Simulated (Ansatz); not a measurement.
Si2Mo:

```
Mo Si
1.0
    -1.60000    1.60000    3.93050
     1.60000   -1.60000    3.93050
     1.60000    1.60000   -3.93050
Mo Si
1 2
Direct
  0.00000 0.00000 0.00000
  0.66700 0.66700 0.00000
  0.33300 0.33300 0.00000
```

Base run:

| Property | Result |
| --- | --- |
| Program | Ansatz 0.2.0 |
| Functional | PBEsol |
| Potentials or basis | all-electron LAPW, scalar-relativistic |
| Cutoff | 205 eV |
| Density cutoff | 818 eV |
| Basis error allowed | 0.002 eV/atom |
| k mesh | 12 × 12 × 12 |
| Occupations | fermi-dirac, width 0.05 eV |
| Spin | no spin polarisation |

Its results: pressure -2.7 GPa; largest force 0.326 eV/Å.

Question: The run is repeated on the same cell with these changes: hubbard terms from none to Mo d U = 6 eV. What comes out?

Answer: Pressure -3.8 GPa; largest force 0.737 eV/Å.

Caveats: U is the effective U less J, on atomic orbitals that reach past the spheres (some runs); U without spin polarisation on a metal has little footing (some runs); the U is typed as a test and isn't derived for this compound (some runs).

Not every run made on this cell is shown here.
